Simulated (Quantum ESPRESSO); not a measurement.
Lu:

```
CELL_PARAMETERS angstrom
-1.95411 1.95411 1.95411
1.95411 -1.95411 1.95411
1.95411 1.95411 -1.95411
ATOMIC_POSITIONS crystal
Lu 0.00000 0.00000 0.00000
```

This isn't the form of Lu at room conditions, which is hcp.

```yaml
Program: Quantum ESPRESSO 7.5
Task: single point
Functional: PBE
Potentials_or_basis: SSSP 1.3 efficiency PBE
Cutoff: 748 eV
Density_cutoff: 5987 eV
k_mesh: 10 × 10 × 10
Occupations: fermi-dirac, width 0.05 eV
Spin: no spin polarisation
```

On this cell: pressure -0.5 GPa; band gap on the k mesh none (metal or under the smearing width).

The same run follows on a disturbed copy (cell strained at random at fixed volume):

```
Lu
1.0
    -1.96151    1.98599    1.95506
     1.97238   -1.98057    1.96051
     1.91614    1.93521   -1.94964
Lu
1
Cartesian
  0.0208 -0.0095 0.0206
```

Q: What changes?

A: The energy (extrapolated to zero smearing) moves by +1.3 meV/atom; pressure -0.5 GPa; band gap on the k mesh none (metal or under the smearing width).

Stress tensor (GPa, compression positive):
```
-0.55  0.61 -0.13
 0.61 -0.50 -0.06
-0.13 -0.06 -0.48
```
